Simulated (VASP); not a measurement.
# Si (I4/mmm) in VASP: single point with PBE

Aim: the single point of Si with PBE.

Program: VASP 6.6.1. These are calculated values, not measurements. Logs are shortened: lines on timing, memory, paths and dates and some standing lists are left out, and cuts for length are marked.

### 1 The cell of the first run

It takes space group I4/mmm (No. 139, tetragonal). Conventional cell: a = 6.651 Å, b = 6.651 Å, c = 3.845 Å, α = 90.00°, β = 90.00°, γ = 90.00°. Si (site symmetry m2m) is surrounded by 4 Si at 2.34 to 2.38 Å.

This isn't the form of Si at room conditions, which is diamond.

### 2 Single point, PBE (the relaxed cell repeated 4 times, on the trajectory's mesh)

Contents of INCAR:

```
  PREC = Accurate
  ENCUT = 520
  EDIFF = 1E-7
  ISMEAR = 0
  SIGMA = 0.1
  LREAL = Auto
  LASPH = T
  NELM = 100
  ALGO = Fast
  ISIF = 2
  LWAVE = F
  LCHARG = F
  GGA = PE
  NBANDS = 46
  ISYM = 0
```

Contents of KPOINTS:

```
Automatic mesh
0
Gamma
  4 4 4
  0.5 0.5 0.5
```

Contents of POSCAR:

```
Si
1.0
    6.6508885800      0.0000000000      3.8447713200
   -6.6508885800      0.0000000000      3.8447713200
    0.0000000000     -6.6508885800     -3.8447713200
Si
16
Direct
    0.2500000000      0.5711989400      0.3211989400
    0.0000000000      0.8211989400      0.8211989400
    0.7500000000      0.0711989400      0.3211989400
    0.5000000000      0.3211989400      0.8211989400
    0.5000000000      0.6788010600      0.1788010600
    0.2500000000      0.9288010600      0.6788010600
    0.0000000000      0.1788010600      0.1788010600
    0.7500000000      0.4288010600      0.6788010600
    0.8211989400      1.0000000000      0.8211989400
    0.5711989400      0.2500000000      0.3211989400
    0.3211989400      0.5000000000      0.8211989400
    0.0711989400      0.7500000000      0.3211989400
    0.1788010600      1.0000000000      0.1788010600
    0.9288010600      0.2500000000      0.6788010600
    0.6788010600      0.5000000000      0.1788010600
    0.4288010600      0.7500000000      0.6788010600
```

Potentials or basis: VASP PAW PBE potentials, release 64 (Si).

The run is started by

```bash
$ cat potpaw_PBE.64/Si/POTCAR > POTCAR
$ mpirun -np 1 vasp_std > vasp.out
```

OUTCAR:

```text
PREC = Accurate
   ENCUT = 520
   EDIFF = 1E-7
   ISMEAR = 0
   LREAL = Auto
   LASPH = T
   NELM = 100
   ISIF = 2
   GGA = PE
   ISYM = 0

 ion  position               nearest neighbor table
   1  0.250  0.571  0.321-   5 2.34   7 2.34  12 2.38  16 2.38
   2  0.000  0.821  0.821-   6 2.34   8 2.34   9 2.38  13 2.38
   3  0.750  0.071  0.321-   5 2.34   7 2.34  10 2.38  14 2.38
   4  0.500  0.321  0.821-   6 2.34   8 2.34  11 2.38  15 2.38
   5  0.500  0.679  0.179-   1 2.34   3 2.34  11 2.38  15 2.38
   6  0.250  0.929  0.679-   2 2.34   4 2.34  12 2.38  16 2.38
[... 8 lines left out ...]
  15  0.679  0.500  0.179-  10 2.34  12 2.34   4 2.38   5 2.38
  16  0.429  0.750  0.679-   9 2.34  11 2.34   1 2.38   6 2.38

IMPORTANT INFORMATION: All symmetrisations will be switched off!
NOSYMM: (Re-)initialisation of all symmetry stuff for point group C_1.

----------------------------------------------------------------------------------------

                                     Primitive cell

  volume of cell :     340.1417

  direct lattice vectors                    reciprocal lattice vectors
     6.650888580  0.000000000  3.844771320     0.075177925 -0.075177925  0.130046746
    -6.650888580  0.000000000  3.844771320    -0.075177925 -0.075177925  0.130046746
     0.000000000 -6.650888580 -3.844771320     0.000000000 -0.150355849  0.000000000

  length of vectors
     7.682225290  7.682225290  7.682225290     0.167974989  0.167974989  0.150355849

  position of ions in fractional coordinates (direct lattice)
     0.250000000  0.571198940  0.321198940
     0.000000000  0.821198940  0.821198940
     0.750000000  0.071198940  0.321198940
     0.500000000  0.321198940  0.821198940
     0.500000000  0.678801060  0.178801060
     0.250000000  0.928801060  0.678801060
[... 8 lines left out ...]
     0.678801060  0.500000000  0.178801060
     0.428801060  0.750000000  0.678801060

  ion indices of the primitive-cell ions
   primitive index   ion index
                 1           1
                 2           2
                 3           3
                 4           4
                 5           5
                 6           6
[... 8 lines left out ...]
                15          15
                16          16

----------------------------------------------------------------------------------------

 KPOINTS: Automatic mesh

Automatic generation of k-mesh.
 Grid dimensions read from file:
 generate k-points for:    4    4    4
[... 70 lines left out ...]
   ISIF   =      2    stress and relaxation
   ISYM   =      0    0-nonsym 1-usesym 2-fastsym
   POTIM  = 0.5000    time-step for ionic-motion
   TEBEG  =    0.0;   TEEND  =   0.0 temperature during run
   PSTRESS=    0.0 pullay stress
   NELECT =      64.0000    total number of electrons
   NUPDOWN=      -1.0000    fix difference up-down
   EMIN   =  10.00;   EMAX   =-10.00  energy-range for DOS
   EFERMI =   0.00;   METHOD = LEGACY
   ISMEAR =     0;   SIGMA  =   0.10  broadening in eV -4-tet -1-fermi 0-gaus
   EFERMI_NEDOS =   21; number of points for ismear=-14 and -15
   IALGO  =     68    algorithm
   IMIX   =      4    mixing-type and parameters
     AMIX     =   0.40;   BMIX     =  1.00
     AMIX_MAG =   1.60;   BMIX_MAG =  1.00
  volume/ion in A,a.u.               =      21.26       143.46
  Fermi-wavevector in a.u.,A,eV,Ry     =   0.938098  1.772748 11.973506  0.880028
  Thomas-Fermi vector in A             =   2.065276
   LORBIT       =      0    0 simple, 1 ext, 2 COOP (PROOUT), +10 PAW based schemes
   GGA     = PE    functional components
   LHFCALC =     F    Hartree Fock is set to
   AEXX    =    0.0000 exact exchange contribution
   IVDW    =     0    specifies the selected vdW correction
   LEPSILON=     F    determine dielectric tensor
   LRPA    =     F    only Hartree local field effects (RPA)
 non-spin polarized calculation
 RMM-DIIS sequential band-by-band and
 Gauss-broadening in eV      SIGMA  =   0.10
  energy-cutoff  :      520.00
  volume of cell :      340.14
 maximum number of plane-waves:      9174
 NGX is ok and might be reduce to    60
   NGX = 29   NGY = 29   NGZ = 29

 number of electron      63.9999997 magnetization

 Free energy of the ion-electron system (eV)
  ---------------------------------------------------
  ext. energy  EPLUGINS =         0.00000000
  ---------------------------------------------------
  free energy    TOTEN  =       -85.16809067 eV

  energy without entropy =      -85.16808047  energy(sigma->0) =      -85.16808557

 E-fermi :   5.5713     XC(G=0):  -9.0828

 val. band max:        5.3159392138   @ k =   0.1250  -0.1250   0.1250
 cond. band min:       5.8135519920   @ k =  -0.3750  -0.3750   0.3750
 fundamental gap:      0.4976127782
 Fermi energy:         5.5712618846

 k-point     1 :       0.1250    0.1250    0.1250
  band No.  band energies     occupation
      1      -6.2968      2.00000
      2      -5.0184      2.00000
      3      -4.8512      2.00000
      4      -4.8512      2.00000
      5      -4.0805      2.00000
      6      -3.0841      2.00000
[... 1117 lines left out ...]
     43       8.5620      0.00000
     44       8.7453      0.00000

 [... further k-points ...]

 [bands above 44 left out]

------------------------ aborting loop because EDIFF is reached ----------------------------------------

  FORCE on cell =-STRESS in cart. coord.  units (eV):
  Direction    XX          YY          ZZ          XY          YZ          ZX
  --------------------------------------------------------------------------------------
  -------------------------------------------------------------------------------------
  Total        2.7858175      2.7858219      2.6710514      0.0000291      0.0000314      0.0000132
  in kB       13.1221015     13.1221223     12.5815158      0.0001373      0.0001480      0.0000624
  external PRESSURE =      12.9419132 kB  Pullay stress =       0.0000000 kB

 VOLUME and BASIS-vectors are now :
 -----------------------------------------------------------------------------
  energy-cutoff  :      520.00
  volume of cell :      340.14
      direct lattice vectors                 reciprocal lattice vectors
     6.650888580  0.000000000  3.844771320     0.075177925 -0.075177925  0.130046746
    -6.650888580  0.000000000  3.844771320    -0.075177925 -0.075177925  0.130046746
     0.000000000 -6.650888580 -3.844771320     0.000000000 -0.150355849  0.000000000

 POSITION                                       TOTAL-FORCE (eV/Angst)
 -----------------------------------------------------------------------------------
     -2.13626     -2.13626      1.92239        -0.000904     -0.000899     -0.000000
     -5.46170     -5.46170      0.00000        -0.000889     -0.000893     -0.000003
      4.51463     -2.13626      1.92239        -0.000899     -0.000899     -0.000002
      1.18919     -5.46170      0.00000        -0.000890     -0.000896     -0.000007
     -1.18919     -1.18919      3.84477         0.000888      0.000896      0.000002
     -4.51463     -4.51463      1.92239         0.000906      0.000898      0.000002
[... 8 lines left out ...]
      1.18919     -1.18919      3.84477        -0.000887      0.000889     -0.000002
     -2.13626     -4.51463      1.92239        -0.000905      0.000897      0.000007
 -----------------------------------------------------------------------------------
    total drift:                               -0.000005      0.000004      0.000009

  FREE ENERGIE OF THE ION-ELECTRON SYSTEM (eV)
  ---------------------------------------------------
  free  energy   TOTEN  =       -85.1680906692 eV

  energy  without entropy=      -85.1680804720  energy(sigma->0) =      -85.16808557
```

Run time: 12 min. Hardware: 1 thread of Intel Xeon Platinum 8559C (Emerald Rapids), shared host; peak memory 0.62 GiB.

What came out:

```
Free energy            : -85.1681 eV
Pressure               : 1.3 GPa
Band gap on the k mesh : 0.50 eV
```

A k mesh can miss the band edges.
